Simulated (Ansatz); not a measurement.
# K15Cl16: the cost of one run

Method: DFT, PBE, plane-wave PAW, default files, scalar-relativistic, as far as a step names no other, in Ansatz 0.2.0.

## 1. The starting structure

The structure is cubic, space group Fm-3m (No. 225). Conventional cell: a = 15.357 Å, b = 15.357 Å, c = 15.357 Å, α = 90.00°, β = 90.00°, γ = 90.00°. K (site symmetry mmm) has 8 Cl at 3.32 Å as nearest neighbours. K (site symmetry -43m) is surrounded by 8 Cl at 3.32 Å. K (site symmetry 4mm) is surrounded by 8 Cl at 3.32 Å. Around K (site symmetry m-3m) lie 8 Cl at 3.32 Å. Cl (site symmetry 3m) has 7 K at 3.32 Å as nearest neighbours. Cl (site symmetry 3m) has 8 K at 3.32 Å as nearest neighbours.

Coordinates:

```
K Cl
1.0
     0.00000    7.67839    7.67839
     7.67839    0.00000    7.67839
     7.67839    7.67839    0.00000
K Cl
15 16
Direct
  0.50000 0.00000 0.00000
  0.00000 0.50000 0.00000
  0.00000 0.00000 0.50000
  0.25000 0.25000 0.25000
  0.50000 0.50000 0.00000
  0.50000 0.00000 0.50000
  0.75000 0.25000 0.25000
  0.00000 0.50000 0.50000
  0.25000 0.75000 0.25000
  0.25000 0.25000 0.75000
  0.50000 0.50000 0.50000
  0.75000 0.75000 0.25000
  0.75000 0.25000 0.75000
  0.25000 0.75000 0.75000
  0.75000 0.75000 0.75000
  0.12500 0.12500 0.12500
  0.62500 0.12500 0.12500
  0.12500 0.62500 0.12500
  0.12500 0.12500 0.62500
  0.37500 0.37500 0.37500
  0.62500 0.62500 0.12500
  0.62500 0.12500 0.62500
  0.87500 0.37500 0.37500
  0.12500 0.62500 0.62500
  0.37500 0.87500 0.37500
  0.37500 0.37500 0.87500
  0.62500 0.62500 0.62500
  0.87500 0.87500 0.37500
  0.87500 0.37500 0.87500
  0.37500 0.87500 0.87500
  0.87500 0.87500 0.87500
```

The vacant site is at (0.000, 0.000, 0.000) in fractional coordinates of the input's cell.

## 2. Single point at the given positions

Contents of input.yaml:

```yaml
crystal:
  lattice:
    - [0.0, 7.678392, 7.678392]
    - [7.678392, 0.0, 7.678392]
    - [7.678392, 7.678392, 0.0]
  atoms:
    - { symbol: K, position: [0.5, 0.0, 0.0] }
    - { symbol: K, position: [0.0, 0.5, 0.0] }
    - { symbol: K, position: [0.0, 0.0, 0.5] }
    - { symbol: K, position: [0.25, 0.25, 0.25] }
    - { symbol: K, position: [0.5, 0.5, 0.0] }
    - { symbol: K, position: [0.5, 0.0, 0.5] }
    - { symbol: K, position: [0.75, 0.25, 0.25] }
    - { symbol: K, position: [0.0, 0.5, 0.5] }
    - { symbol: K, position: [0.25, 0.75, 0.25] }
    - { symbol: K, position: [0.25, 0.25, 0.75] }
    - { symbol: K, position: [0.5, 0.5, 0.5] }
    - { symbol: K, position: [0.75, 0.75, 0.25] }
    - { symbol: K, position: [0.75, 0.25, 0.75] }
    - { symbol: K, position: [0.25, 0.75, 0.75] }
    - { symbol: K, position: [0.75, 0.75, 0.75] }
    - { symbol: Cl, position: [0.125, 0.125, 0.125] }
    - { symbol: Cl, position: [0.625, 0.125, 0.125] }
    - { symbol: Cl, position: [0.125, 0.625, 0.125] }
    - { symbol: Cl, position: [0.125, 0.125, 0.625] }
    - { symbol: Cl, position: [0.375, 0.375, 0.375] }
    - { symbol: Cl, position: [0.625, 0.625, 0.125] }
    - { symbol: Cl, position: [0.625, 0.125, 0.625] }
    - { symbol: Cl, position: [0.875, 0.375, 0.375] }
    - { symbol: Cl, position: [0.125, 0.625, 0.625] }
    - { symbol: Cl, position: [0.375, 0.875, 0.375] }
    - { symbol: Cl, position: [0.375, 0.375, 0.875] }
    - { symbol: Cl, position: [0.625, 0.625, 0.625] }
    - { symbol: Cl, position: [0.875, 0.875, 0.375] }
    - { symbol: Cl, position: [0.875, 0.375, 0.875] }
    - { symbol: Cl, position: [0.375, 0.875, 0.875] }
    - { symbol: Cl, position: [0.875, 0.875, 0.875] }
total_charge: -1
kpoints:
  mp_grid: { grid: [2, 2, 2] }
scf:
  occupations: { method: fermi_dirac, width: 0.01 }
hamiltonian:
  xc: pbe
  pseudopotentials: { kind: paw }
output:
  forces: true
  stress: true
  populations: true
  efg:
    quadrupole_moments_barn: { K: 0.0603, Cl: -0.08112 }
    contact_densities: true
  write_density: true
  write_potential: true
  elf: true
  volumetric_format: npy
```

The run is started by

```console
> ansatz run input.yaml --threads 1 --pin off --max-ram 3072MiB --backend cpu --events-out ev --progress --plain --runs-dir out
```

**Question.** How long does this run take on 1 thread of Arm Neoverse V1, shared host, and how much memory does it need?

About 48 s, with a peak of 1.2 GiB.
